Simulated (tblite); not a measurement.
Torsional barriers computed with GFN2-xTB (tblite), climbing-image nudged elastic band, gas phase; electronic energies of the top image counted from the start geometry. The bands met a force threshold of 0.05 eV/Å; their tops weren't refined or checked by frequencies and can lie a kcal/mol or more above the method's true saddle points. Atom numbers follow the mapped SMILES.

**Question.** Rank the forward barriers of these bands, lowest first.
A. `[CH3:1][O:2][C:3](=[O:4])[O:5][CH3:6]`: O5–C3–O2–C1 from 180° to 0°
B. `[CH3:1][NH:2][C:3]([CH3:4])=[O:5]`: C4–C3–N2–C1 from 180° to 0°
C. `[CH3:1][CH2:2][O:3][C@H:4]1[CH2:5][CH2:6][CH2:7][O:8]1`: C5–C4–O3–C2 from 180° to -76°
D. `[CH:1]#[C:2][CH2:3][N:4]([CH3:5])[GeH2:6][C:7]#[N:8]`: C7–Ge6–N4–C5 from -137° to -29°
E. `[CH3:1][S:2][GeH2:3][SiH2:4][SiH3:5]`: Si4–Ge3–S2–C1 from 58° to 179°
F. `[CH3:1][CH2:2][CH2:3][SH:4]`: C1–C2–C3–S4 from -179° to -64°

**Answer.** E (1.3 kcal/mol), D (1.9 kcal/mol), F (2.6 kcal/mol), C (4.3 kcal/mol), A (9.8 kcal/mol), B (18.2 kcal/mol).

```json
{"SMILES": "C[S][GeH2][SiH2][SiH3]", "ends of the turned bond": "germanium bonded to S, Si and 2 H / sulfur bonded to C and Ge", "barrier (kcal/mol)": "1.3", "end above start (kcal/mol)": "-0.4", "dihedral at top (°)": "119", "bond at start (Å)": "2.228", "bond at top (Å)": "2.243", "Eyring rate at 298 K (s⁻¹)": "7 × 10^11"}
{"SMILES": "C#CC[N](C)[GeH2][C]#N", "ends of the turned bond": "germanium bonded to C, N and 2 H / nitrogen bonded to 2 C and Ge", "barrier (kcal/mol)": "1.9", "end above start (kcal/mol)": "0.4", "dihedral at top (°)": "-82", "bond at start (Å)": "1.815", "bond at top (Å)": "1.814", "Eyring rate at 298 K (s⁻¹)": "2 × 10^11"}
{"SMILES": "CCCS", "ends of the turned bond": "chain CH2 carbon / sp3 carbon bound to sulfur", "barrier (kcal/mol)": "2.6", "end above start (kcal/mol)": "0.1", "dihedral at top (°)": "-120", "bond at start (Å)": "1.520", "bond at top (Å)": "1.531", "Eyring rate at 298 K (s⁻¹)": "8 × 10^10"}
{"SMILES": "CCO[C@H]1CCCO1", "ends of the turned bond": "sp3 carbon bearing two oxygens / ether oxygen", "barrier (kcal/mol)": "4.3", "end above start (kcal/mol)": "2.6", "dihedral at top (°)": "-102", "bond at start (Å)": "1.403", "bond at top (Å)": "1.414", "Eyring rate at 298 K (s⁻¹)": "5 × 10^9"}
{"SMILES": "COC(=O)OC", "ends of the turned bond": "carbonate carbon / oxygen singly bound to a carbonyl carbon", "barrier (kcal/mol)": "9.8", "end above start (kcal/mol)": "1.4", "dihedral at top (°)": "-89", "bond at start (Å)": "1.333", "bond at top (Å)": "1.356", "Eyring rate at 298 K (s⁻¹)": "4 × 10^5"}
{"SMILES": "CNC(C)=O", "ends of the turned bond": "amide carbonyl carbon / amide nitrogen", "barrier (kcal/mol)": "18.2", "end above start (kcal/mol)": "1.0", "dihedral at top (°)": "-115", "bond at start (Å)": "1.355", "bond at top (Å)": "1.436", "Eyring rate at 298 K (s⁻¹)": "3 × 10^-1"}
```

Rates take the electronic barrier for the free energy of activation. GFN2-xTB barriers can miss by several kcal/mol, and conformer orders can be wrong, so the ranking may change at better levels.
